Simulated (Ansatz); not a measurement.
# InAs: the cost of one run

Program: Ansatz 0.2.0. Level of theory: DFT PBE, scalar-relativistic, plane waves, PAW. These are calculated values, not measurements.

The COD entry's cell or inner coordinates are ideal or old and differ from later refinements, so a difference from it is no clean test against experiment.

1 further run of the same task is left out (set aside as unsound or not needed).

### Step 1. Starting point

Symmetry: F-43m, No. 216, cubic system. The conventional cell has a = 6.188 Å, b = 6.188 Å, c = 6.188 Å, α = 90.00°, β = 90.00°, γ = 90.00°. Around In (site symmetry -43m) lie 4 As at 2.68 Å. As (site symmetry -43m) is surrounded by 4 In at 2.68 Å.

Coordinates:

```
In As
1.0
     0.00000    3.09378    3.09378
     3.09378    0.00000    3.09378
     3.09378    3.09378    0.00000
In As
1 1
Cartesian
  0.0000 0.0000 0.0000
  4.6407 4.6407 4.6407
```

It is the result of an earlier relaxation at this level (volume 29.61 Å³/atom; gap on the mesh: none (metal)).

### Step 2. Relaxing at 9 GPa

What is minimised here is the enthalpy; the energy can go up as the cell is squeezed.

input.yaml

```yaml
crystal:
  lattice:
    - [0.0, 3.0937808095, 3.0937808095]
    - [3.0937808095, 0.0, 3.0937808095]
    - [3.0937808095, 3.0937808095, 0.0]
  atoms:
    - { symbol: In, position: [0.0, 0.0, 0.0] }
    - { symbol: As, position: [0.75, 0.75, 0.75] }
basis:
  ecutwfc: 420
kpoints:
  mp_grid: { grid: [12, 12, 12] }
hamiltonian:
  xc: pbe
scf:
  occupations: { method: fermi_dirac, width: 0.15 }
output:
  forces: true
  stress: true
  eigenvalues: true
relax:
  adjacent_minimum: "off"
  f_tol: 0.001
  max_steps: 60
  cell: { stress_tol: 0.02, p_target: 9.0 }
```

The run is started by

```console
$ ansatz run input.yaml --threads 1 --pin off --max-ram 3072MiB --backend cpu --events-out ev --progress --plain --runs-dir out
```

**Question.** How long does this run take on 1 thread of Arm Neoverse V2, shared host, and how much memory does it need?

About 36 s, with a peak of 0.4 GiB.
